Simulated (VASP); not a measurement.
TiTe2:

```
CELL_PARAMETERS angstrom
3.77700 0.00000 0.00000
-1.88850 3.27098 0.00000
0.00000 0.00000 6.49800
ATOMIC_POSITIONS crystal
Te 0.33333 0.66667 0.73720
Te 0.66667 0.33333 0.26280
Ti 0.00000 0.00000 0.00000
```

* Program: VASP 6.6.1
* Task: relaxation of cell and atoms
* Functional: PBE
* Dispersion: D3(BJ)
* Potentials or basis: VASP PAW PBE potentials, release 64 (Te, Ti_sv)
* Cutoff: 600 eV
* k mesh: 8 × 8 × 4
* Occupations: fermi-dirac, width 0.05 eV
* Spin: no spin polarisation

At the start: pressure -2.1 GPa; volume 26.76 Å³/atom.

Where does the relaxation end?

Over 15 steps the energy falls by 11.6 meV/atom and the volume is 25.16 Å³/atom (-6.0 %); space group P-3m1 (No. 164, to 0.05 Å).

Step by step:
| step | energy change (eV) | largest force (eV/Å) | pressure (GPa) | volume (Å³) |
| --- | --- | --- | --- | --- |
| 1 | 0.0000 | 0.0273 | -2.05 | 80.28 |
| 2 | -0.0136 | 0.4515 | 1.20 | 76.36 |
| 3 | -0.0179 | 0.3092 | 0.07 | 77.61 |
| 4 | -0.0257 | 0.2155 | 0.03 | 77.02 |
| 5 | -0.0301 | 0.0093 | 0.01 | 75.68 |
| 6 | -0.0308 | 0.0548 | 0.02 | 76.05 |
| 7 | -0.0330 | 0.0256 | -0.10 | 75.96 |
| 8 | -0.0342 | 0.0580 | -0.36 | 75.68 |
| 9 | -0.0346 | 0.0259 | -0.28 | 75.78 |
| 10 | -0.0339 | 0.0703 | 0.51 | 74.93 |
| 11 | -0.0349 | 0.0073 | 0.00 | 75.49 |
| 12 | -0.0349 | 0.0065 | 0.00 | 75.50 |
| 13 | -0.0348 | 0.0098 | -0.13 | 75.64 |
| 14 | -0.0349 | 0.0059 | -0.01 | 75.50 |
| 15 | -0.0349 | 0.0027 | -0.01 | 75.48 |

Final structure:
```cif
data_structure
_symmetry_space_group_name_H-M 'P 1'
_symmetry_Int_Tables_number 1
_cell_length_a 3.7049
_cell_length_b 3.7049
_cell_length_c 6.3494
_cell_angle_alpha 90.000
_cell_angle_beta 90.000
_cell_angle_gamma 120.000
_cell_volume 75.48
loop_
_atom_site_label
_atom_site_type_symbol
_atom_site_fract_x
_atom_site_fract_y
_atom_site_fract_z
_atom_site_occupancy
Te1 Te 0.33333 0.66667 0.72830 1
Te2 Te 0.66667 0.33333 0.27170 1
Ti1 Ti 0.00000 0.00000 0.00000 1
```
